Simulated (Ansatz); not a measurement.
# CdSe: stress in a strained cell

CdSe is deformed so: equal xx and yy strain of +2 %. What stress and forces result, by LAPW, PAW and all-electron datasets made for the crystal?

Method: DFT PBE, scalar-relativistic, in Ansatz 0.2.0.

## (1) The starting structure

Symmetry: F-43m, No. 216, cubic system. Conventional cell: a = 6.141 Å, b = 6.141 Å, c = 6.141 Å, α = 90.00°, β = 90.00°, γ = 90.00°. Cd (site symmetry -43m) is surrounded by 4 Se at 2.66 Å. Se (site symmetry -43m) is surrounded by 4 Cd at 2.66 Å.

Structure file:

```cif
data_structure
_symmetry_space_group_name_H-M 'P 1'
_symmetry_Int_Tables_number 1
_cell_length_a 4.3420
_cell_length_b 4.3420
_cell_length_c 4.3420
_cell_angle_alpha 60.000
_cell_angle_beta 60.000
_cell_angle_gamma 60.000
_cell_volume 57.88
loop_
_atom_site_label
_atom_site_type_symbol
_atom_site_fract_x
_atom_site_fract_y
_atom_site_fract_z
_atom_site_occupancy
Cd1 Cd 0.00000 0.00000 0.00000 1
Se1 Se 0.25000 0.25000 0.25000 1
```

Atoms are numbered in the order of the input: Cd1, Se2.

## (2) After the deformation

Space group F-43m before, I-4m2 after.

## (3) Full-potential LAPW

File input.yaml:

```yaml
crystal:
  lattice:
    - [0.0, 3.1316766226, 3.0702711986]
    - [3.1316766226, 0.0, 3.0702711986]
    - [3.1316766226, 3.1316766226, 0.0]
  atoms:
    - { symbol: Cd, position: [0.0, 0.0, 0.0] }
    - { symbol: Se, position: [0.25, 0.25, 0.25] }
kpoints:
  mp_grid: { grid: [8, 8, 8] }
  band_path:
    path:
      - [0.0, 0.0, 0.0]
      - [0.0, 0.5, 0.5]
      - [0.25, 0.75, 0.5]
      - [0.0, 0.5, 0.0]
      - [0.0, 0.0, 0.0]
      - [0.5, 0.5, 0.0]
      - [0.38005, 0.61995, 0.0]
      - [-0.38005, 0.38005, 0.0]
      - [0.0, 0.0, 0.0]
    npoints: 5
scf:
  occupations: { method: fermi_dirac, width: 0.03 }
hamiltonian:
  xc: pbe
  pseudopotentials: { kind: all_electron, lapw: { basis_error: 0.001 } }
output:
  forces: true
  stress: true
  eigenvalues: true
```

Launch:

```
> ansatz run input.yaml --threads 1 --pin off --max-ram 3072MiB --backend cpu --events-out ev --progress --plain --runs-dir out
```

## (4) PAW on the default files

File input.yaml:

```yaml
crystal:
  lattice:
    - [0.0, 3.1316766226, 3.0702711986]
    - [3.1316766226, 0.0, 3.0702711986]
    - [3.1316766226, 3.1316766226, 0.0]
  atoms:
    - { symbol: Cd, position: [0.0, 0.0, 0.0] }
    - { symbol: Se, position: [0.25, 0.25, 0.25] }
kpoints:
  mp_grid: { grid: [8, 8, 8] }
scf:
  occupations: { method: fermi_dirac, width: 0.03 }
hamiltonian:
  xc: pbe
  pseudopotentials: { kind: paw }
output:
  forces: true
  stress: true
  eigenvalues: true
  efg: { contact_densities: true }
```

## (5) Datasets made for this crystal

Edit input.yaml of step 4 so:

```diff
@@ -14,3 +14,3 @@
   xc: pbe
-  pseudopotentials: { kind: paw }
+  pseudopotentials: { kind: all_electron, datasets: crystal }
 output:
```

(Steps that only read results are left out.)

**Question.** What will these runs give? Wanted: pressure; largest shear or deviatoric stress.

The runs gave:

| quantity | value |
| --- | --- |
| pressure | LAPW -0.54, PAW -0.56, crystal datasets -0.55 GPa |
| largest shear or deviatoric stress (LAPW) | 0.23 GPa |

What this shows: The largest part of the stress beyond the pressure is 0.23 GPa in size, in the zz component; the atoms are carried along and not relaxed. No run of the undeformed cell stands beside it, so the pressure holds what the given cell had before the change. PAW: stress within 0.01 GPa of LAPW. Crystal datasets: stress within 0.01 GPa of LAPW.
